The calculations below treat one BaTiO3 crystal with its atoms held still and change only the wave cutoff, the highest kinetic energy of the plane waves from which the orbitals are built. The gap on mesh is the smallest step from any filled state to any empty one among the sampled crystal momenta, or k points. The direct gap on mesh allows only steps at a single k point.

Ansatz 0.2.0, r2SCAN with plane waves and soft PAW potentials (set soft_2), scalar-relativistic and without spin polarization, for BaTiO3 (space group Amm2, 5-atom cell) at fixed atomic positions. All runs use an unshifted 8×8×8 k mesh and Gaussian smearing of 0.02 eV; the gaps are Kohn–Sham gaps between states at the mesh points.

| wave cutoff | gap on mesh (eV) | direct gap on mesh (eV) |
| --- | --- | --- |
| 150 eV | 1.453 | 1.788 |
| 200 eV | 1.807 | 2.565 |
| 250 eV | 2.232 | 2.282 |
| 300 eV | 2.153 | 2.328 |
| 350 eV | 2.204 | 2.354 |
| 380 eV | 2.204 | 2.351 |
| 460 eV | 2.203 | 2.351 |
| 500 eV | 2.203 | 2.351 |
| 520 eV | 2.203 | 2.351 |
| 600 eV | 2.203 | 2.350 |
| 700 eV | 2.203 | 2.350 |

*Does a low cutoff always make the gap too small?* No. Against the value at 700 eV, the gap is a third too small at 150 eV and still 0.40 eV too small at 200 eV. At 250 eV it is slightly too large, and at 300 eV it is too small again. Only from 350 eV on does it hold still, to within 2 meV.

*What does a higher cutoff add?* It adds shorter waves, and so finer detail in the orbitals. A free electron of kinetic energy $E$ has wave number $k=\sqrt{2mE}/\hbar$ and wavelength $\lambda=2\pi/k$. With $\hbar^2/2m=3.81$ eV Å$^2$, a cutoff of 350 eV gives

$$k=\sqrt{350/3.81}\ \text{Å}^{-1}=9.58\ \text{Å}^{-1},\qquad \lambda=6.28/9.58\ \text{Å}=0.66\ \text{Å}.$$

At 150 eV the shortest wave is 1.0 Å long, about half a Ti–O bond. That is coarse for the states next to the gap, which in an oxide of this kind are mainly oxygen 2p below it and titanium 3d above it. Both are compact, because no inner shell of the same angular momentum pushes them outward.

*Why does the gap go up and down while the total energy falls at every step?* The energy obeys a variational principle: extra waves give the electrons more freedom, and the ground state uses it to go lower. The gap is a difference between two band edges, the valence top and the conduction bottom, and each has its own error. If the potential stayed fixed, extra waves could only lower both edges, but the gap would still widen or narrow according to which fell further. In fact both edges rise from 250 to 300 eV, the valence top by 105 meV and the conduction bottom by 26 meV, although the mean electrostatic potential, a common zero for both, is the same in the two runs. The potential felt by the electrons must therefore have changed, and by more than a shift of that zero. It is rebuilt from the new electron density, on a grid that is refined together with the cutoff.

*The gap at 250 eV is closer to the final value than the gap at 300 eV. Is it the better calculation?* It is the worse one. At 250 eV the valence top lies 68 meV too low and the conduction bottom 39 meV too low, so most of the error cancels in the difference. At 300 eV the valence top is 37 meV too high and the conduction bottom 13 meV too low. Both errors are smaller, but they now close the gap from two sides and add up to 50 meV.

Two other results expose the lucky cancellation. The total energy at 250 eV is still 1.2 eV per atom above that of a run at 850 eV, four times the error at 300 eV. The valence top at 250 eV also sits at the wrong k point. From 300 eV on it stays at the corner (½, ½, ½) of the Brillouin zone, with the conduction bottom at the centre, Γ. A gap that looks right can thus belong to the wrong transition.

*Does a poor basis simply shift whole bands?* The row at 200 eV shows that it does not. If all valence states moved by one amount and all conduction states by another, the gap and the direct gap would change equally. Instead the gap is 396 meV too small while the direct gap is 215 meV too large. The error must therefore differ from one k point to another, and the bands change shape as well as position.

The same row shows that the valence band is distorted. Its top lies at (0, ½, ½), not at the corner where the converged runs put it, and the conduction bottom lies at Γ. The filled states at Γ must be at least one direct gap below that conduction bottom, which puts them at least 0.76 eV below the valence top. In the converged rows the same argument demands only 0.15 eV. Both figures are lower bounds, so they hint at the size of the distortion without measuring it. Why the states at (0, ½, ½) suffer so much is not resolved by these results; two possible reasons are that each k point has its own set of plane waves below the cutoff, which in a small cell differs in number from point to point, and that orbitals at different k points need different shares of short waves.

*Could the final gap have been extrapolated from cheap runs?* Not from the cheapest ones. From 150 to 200 eV the gap grows by 0.35 eV, and from 200 to 250 eV by 0.43 eV, so the steps are not yet shrinking and point to no limit. Nor do more rows rescue the simplest formula, a constant plus one decaying exponential in the cutoff, here fitted to all eleven. Such a curve approaches its limit from one side and cannot follow a gap that overshoots and comes back. At 250 eV it lies 138 meV below the computed gap, although that row took part in the fit. The output printed after this text gives the fit beside the errors of the two edges, which show why a single decay is the wrong picture.

*Why does the gap settle before the total energy?* At 350 eV the gap is final to about 1 meV, yet the energy is still 52 meV per atom too high. The energy collects the errors of all 40 electrons treated in the cell, including inner shells of barium and titanium, whereas the gap compares only two states. Shared out, the energy error is $5\times52/40=6.5$ meV per electron, which is only a scale, since the shells need not share the error equally. The two band edges each lie about 4 meV too low at this cutoff, an error of similar size though of opposite sign to that of the energy. Because both edges err in the same direction, little of it is left in the gap.

The choice of cutoff therefore depends on the quantity wanted. For this gap 350 eV is enough, while a total energy within 5 meV per atom of the 850 eV run is first reached, among these rows, at 460 eV. Energy differences between similar structures are expected to settle sooner, because much of the error is common to both. The program marks every cutoff below 500 eV in this series as lower than recommended, and the potentials used are a soft set. Harder potentials keep more of the sharp structure near the nuclei and would need shorter waves, so the figure of 350 eV should be tested again when the potentials change.

*Which digits can be trusted?* As a statement about the basis, 2.20 eV is safe, and even the third decimal is steady to about one unit. As a statement about the material, even the digit before the decimal point is in doubt, because a semilocal functional such as r2SCAN usually makes the gaps of oxides too small, often by several tenths of an electronvolt or more, and no cutoff cures that. The atoms are also not at their positions of lowest energy: forces of about 0.2 eV/Å remain on some of them, and the gap would shift if they relaxed. Band edges that lie between the sampled k points would be missed in any row.

The analysis program printed:

```
Errors by cutoff:
     row  gap meV  direct gap meV  valence top meV  conduction bottom meV  direct less gap meV  energy meV/atom  energy error falls per 50 eV by factor  pressure GPa
  150 eV     -750            -562             1364                  614.4                  335            16728                                     n/a          36.7
  200 eV     -396             215            439.1                   42.9                  758             4722                                   3.542         6.066
  250 eV       29             -68           -67.86                 -38.68                   50             1227                                    3.85        -3.789
  300 eV      -50             -22            37.07                 -12.84                  175            289.3                                    4.24       -0.7079
  350 eV        1               4             -4.3                  -3.53                  150            51.55                                   5.611      -0.01183
  380 eV        1               1           -2.329                   -0.7                  147            17.86                                   5.851      -0.03598
  460 eV        0               1            0.251                   0.68                  148             3.88                                   2.597     -0.004154
  500 eV        0               1            0.208                   0.42                  148             3.27                                   1.238      -0.01086
  520 eV        0               1            0.172                    0.3                  148             2.95                                   1.294      -0.01354
  600 eV        0               0            -0.01                   0.03                  147             1.49                                   1.532     -0.008614
  700 eV        0               0                0                      0                  147             0.56                                   1.631             0
fit of gap_on_mesh on 11 rows: constant 2.214 +/- 0.021, coefficient of exp(-(E - 150)/s) -0.7801 +/- 0.064, s 53.54; rms 0.0526, worst 250 eV -0.138, leave-one-out rms 17.4
Smooth curve less computed gap at 250 eV (meV): -138.3
Smooth curve less computed gap at 300 eV (meV): 13.84
Valence top, change from 200 to 250 eV (meV): -507
Conduction bottom, change from 200 to 250 eV (meV): -81.58
Valence top, change from 250 to 300 eV (meV): 104.9
Conduction bottom, change from 250 to 300 eV (meV): 25.84
Gap error at 150 eV (percent): -34.04
Shortest wavelength at 150 eV (angstrom): 1.001
Shortest wavelength at 350 eV (angstrom): 0.6556
Plane waves in the cell at 150 eV, estimate: 268.4
Plane waves in the cell at 350 eV, estimate: 956.8
```
